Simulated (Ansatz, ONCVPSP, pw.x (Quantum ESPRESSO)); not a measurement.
**Au (Z = 79) (sc): variants of one ONCV potential in the solid**

gold, optimised norm-conserving Vanderbilt (ONCV), made with ONCVPSP 4.0.1.1 (patched build) (PBE, scalar-relativistic). Core [Kr] 4d10 4f14, reference 5s2 5p6 5d9 6s2. Waves: 5s+6s: rc 1.70 bohr, ncon 4, nbas 8, qcut 5.6 1/bohr, 2 projectors; 5p: rc 1.55 bohr, ncon 5, nbas 8, qcut 10.5 1/bohr, 2 projectors, debl 4 Ha; 5d: rc 2.15 bohr, ncon 4, nbas 9, qcut 8.8 1/bohr, 3 projectors, debl 0.5 Ha. Local part: polynomial inside 1.10 bohr (lpopt 2, dvloc0 6 Ha). Core correction: Teter function, fcfact 5.25, rcfact 1.6.

Crystal test: sc Au in pw.x 7.5, no spin, 12³ k-points, Fermi–Dirac smearing 0.01 Ry, cutoffs set for each file from its atomic test. The reference is all-electron LAPW (Ansatz 0.2.0) with the same functional, mesh and smearing; V0 and B0 come from Birch–Murnaghan fits to the pressures at five volumes. Errors are pseudo minus all-electron; Δ is the rms difference of the E(V) curves that follow from these fits, minima aligned, over ±6 % about the mean V0. Mesh and smearing are coarse, so the numbers serve the comparison and aren't converged zero-temperature values; the lattice is a test structure that the element need not adopt.

All-electron: a0 = 2.747 Å (V0 = 20.73 Å³/atom), B0 = 104.8 GPa.

1 further variants are left out: they gave no file fit for a test, a broken result, the same result as the base, or pressures whose basis-set error rivals the error shown.

| change | cutoffs (Ry) | pw.x | a0 (Å) | a0 error (%) | B0 error (%) | Δ (meV/atom) | mean pressure error (GPa) |
| --- | --- | --- | --- | --- | --- | --- | --- |
| base | 110/440 | converged | 2.742 | -0.20 | +1.4 | 2.8 | -0.61 |
| s: ncon 3, nbas 7 | 110/440 | converged | 2.744 | -0.11 | +0.4 | 1.6 | -0.34 |
| p: nbas 10 | 105/420 | converged | 2.742 | -0.20 | +1.5 | 2.9 | -0.62 |
| p: debl 0.55 | 110/440 | converged; energies reset by the program | 2.742 | -0.19 | +1.4 | 2.8 | -0.60 |

(1) Give the row for: core correction Teter function, fcfact 5.7, rcfact 1.6.

Results:

(1) pw.x: converged; mean pressure error (GPa): -0.61; a0 (Å): 2.742; a0 error (%): -0.20; B0 error (%): +1.4; Δ (meV/atom): 2.8.
